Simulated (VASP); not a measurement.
Write the native input for VASP 6.6.1 that does the following.

```
Task                   : band structure
Functional             : SCAN
Potentials or basis    : VASP PAW PBE potentials, release 64 (Hf_pv)
Cutoff                 : 520 eV
k mesh                 : 10 × 10 × 5
Occupations            : fermi-dirac, width 0.05 eV
Spin                   : no spin polarisation
Further INCAR settings : ALGO = Normal; EDIFF = 1e-07
```

The structure of Hf lies in POSCAR:

```
Hf
1.0
    3.1967000000      0.0000000000      0.0000000000
   -1.5983500000      2.7684234083      0.0000000000
    0.0000000000      0.0000000000      5.0578000000
Hf
2
Direct
    0.6666666667      0.3333333333      0.7500000000
    0.3333333333      0.6666666667      0.2500000000
```

These files were run (other wordings do the same):

INCAR

```
  ALGO = Normal
  EDIFF = 1E-7
  ENCUT = 520
  ISIF = 2
  ISMEAR = -1
  LASPH = T
  LCHARG = F
  LMAXMIX = 4
  LMIXTAU = T
  LREAL = F
  LWAVE = F
  METAGGA = SCAN
  NELM = 80
  PREC = Accurate
  SIGMA = 0.05
```

KPOINTS

```
k-points
0
Gamma
  10 10 5
```

KPOINTS_OPT

```
path GMKGALHA,LM,KH
10
line-mode
reciprocal
 0.0000000000  0.0000000000  0.0000000000  G
 0.5000000000  0.0000000000  0.0000000000  M

 0.5000000000  0.0000000000  0.0000000000  M
 0.3333333333  0.3333333333  0.0000000000  K

 0.3333333333  0.3333333333  0.0000000000  K
 0.0000000000  0.0000000000  0.0000000000  G

 0.0000000000  0.0000000000  0.0000000000  G
 0.0000000000  0.0000000000  0.5000000000  A

 0.0000000000  0.0000000000  0.5000000000  A
 0.5000000000  0.0000000000  0.5000000000  L

 0.5000000000  0.0000000000  0.5000000000  L
 0.3333333333  0.3333333333  0.5000000000  H

 0.3333333333  0.3333333333  0.5000000000  H
 0.0000000000  0.0000000000  0.5000000000  A

 0.5000000000  0.0000000000  0.5000000000  L
 0.5000000000  0.0000000000  0.0000000000  M

 0.3333333333  0.3333333333  0.0000000000  K
 0.3333333333  0.3333333333  0.5000000000  H
```

Potentials or basis: VASP PAW PBE potentials, release 64 (Hf_pv).

Run with:

```console
$ cat potpaw_PBE.64/Hf_pv/POTCAR > POTCAR
$ mpirun -np 1 vasp_std > vasp.out
```

Results of the run:

```json
{"Pressure": "-4.4 GPa", "Band gap along the path": "none (metal or under the smearing width)"}
```

Caveat: the PAW data sets were made with another functional, which shifts forces and pressure a little; spin-orbit coupling is left out, which moves the levels of the heavy elements.

It took 10 min on 1 thread of AMD EPYC 7571, on a shared host, peak memory 0.16 GiB.
